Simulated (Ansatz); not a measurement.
Stability test of a Hf3N cell

These are results of DFT PBE, scalar-relativistic, plane waves, PAW in Ansatz, not measurements. Settings: cutoff 420 eV, Γ-centred mesh 10×10×10 on the computed 4-atom cell, Gaussian smearing of 0.10 eV; no spin polarisation.

The cell below (4 atoms, Pm-3m (No. 221)) is relaxed within its symmetry. It is a trial structure, and others of Hf3N can lie lower.

```xyz
4
Lattice="4.3960 0.0000 0.0000 0.0000 4.3960 0.0000 0.0000 0.0000 4.3960" Properties=species:S:1:pos:R:3 pbc="T T T"
Hf    2.1980    0.0000    0.0000
Hf    0.0000    2.1980    0.0000
Hf    0.0000    0.0000    2.1980
N     0.0000    0.0000    0.0000
```

For the test a repeat of it with 8 atoms was strained at random by about 1.5 %, the atoms were moved at random (σ = 0.05 Å), and all was relaxed without symmetry on a coarse k mesh with 0.1 eV smearing.

The k mesh leaves about 4 meV/atom of noise in metals. Spin–orbit coupling is left out.

What happens?

It returns to Pm-3m (No. 221), within 1 meV/atom of the start's energy. No instability shows in this cell, though one random start can't exclude a very soft mode.

Cost: 3 runs of about 7.8 core-minutes in all, on Intel Xeon 6975P-C (Granite Rapids) (shared hosts).